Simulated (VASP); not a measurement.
# HgTe: kinetic-energy density

HgTe, F-43m (no. 216), 2 atoms in the cell. PBE; PAW potentials Hg, Te (PBE set).

## Input

INCAR:
```
SYSTEM = HgTe
ALGO = Normal
EDIFF = 1E-7
ENCUT = 520
ISIF = 2
ISMEAR = 0
LASPH = .TRUE.
LCHARG = .TRUE.
LREAL = .FALSE.
LTAU = .TRUE.
LWAVE = .FALSE.
NELM = 100
PREC = Accurate
SIGMA = 0.02
```

KPOINTS:
```
k-points
0
Gamma
  6 6 6
```

POSCAR:
```
HgTe
1.0
    0.0000000000      3.2145000000      3.2145000000
    3.2145000000      0.0000000000      3.2145000000
    3.2145000000      3.2145000000      0.0000000000
Hg Te
1 1
Direct
    0.0000000000      0.0000000000      0.0000000000
    0.7500000000      0.7500000000      0.7500000000
```

Commands:
```
cat potpaw_PBE.64/Hg/POTCAR potpaw_PBE.64/Te/POTCAR > POTCAR
mpirun -np 1 vasp_std > vasp.out
```

## Result

- Kinetic energy of the pseudo orbitals (eV): 307.91

VASP 6.6.1 took 13 s on 1 core (Intel Xeon Platinum 8488C (Sapphire Rapids)), a shared host.
